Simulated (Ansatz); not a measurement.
## AgI: do energies and stresses tell the same story?

Computed with Ansatz 0.2.0, DFT PBE, scalar-relativistic, plane waves, PAW.

Cutoff 420 eV; k points 6×6×4 on the computed 4-atom cell (Γ-centred); Gaussian smearing, width 0.02 eV; no spin polarisation.

Relaxed cell: P6_3mc, a = 4.686 Å, b = 4.686 Å, c = 7.664 Å, α = 90.00°, β = 90.00°, γ = 120.00°, 4 atoms in the primitive cell.

Energies at zero smearing and pressures from the stress tensor, at volumes with shape and atoms relaxed:
```tsv
V (Å³/atom)	E − E(first) (meV/atom)	P (GPa)
32.064	0.00	4.63
33.157	-26.30	3.12
34.250	-43.21	1.87
35.343	-52.36	0.84
36.436	-55.11	-0.01
37.529	-52.54	-0.72
38.622	-45.58	-1.30
40.080	-30.79	-1.93
```

Problem. Check P = −dE/dV between neighbouring volumes, and get the bulk modulus from the pressures alone.

Solution. With 1 eV/Å³ = 160.2 GPa:
```
middle V (Å³/atom)  −ΔE/ΔV (GPa) mean P (GPa)
            32.610         3.855         3.878
            33.703         2.477         2.498
            34.796         1.342         1.358
            35.889         0.402         0.415
            36.983        -0.376        -0.365
            38.076        -1.020        -1.010
            39.351        -1.627        -1.614
```

The two differ by 0.02 GPa at most. The mean of two end pressures misses the average over a step by about ΔV² P″/12, up to 0.02 GPa here; with that taken off 0.00 GPa remains. Around V = 36.436 Å³/atom, the two neighbours give B = −V ΔP/ΔV = 36.436 × 1.56 / 2.186 = 26.0 GPa, against B0 = 25.9 GPa from the Birch–Murnaghan fit of the energies.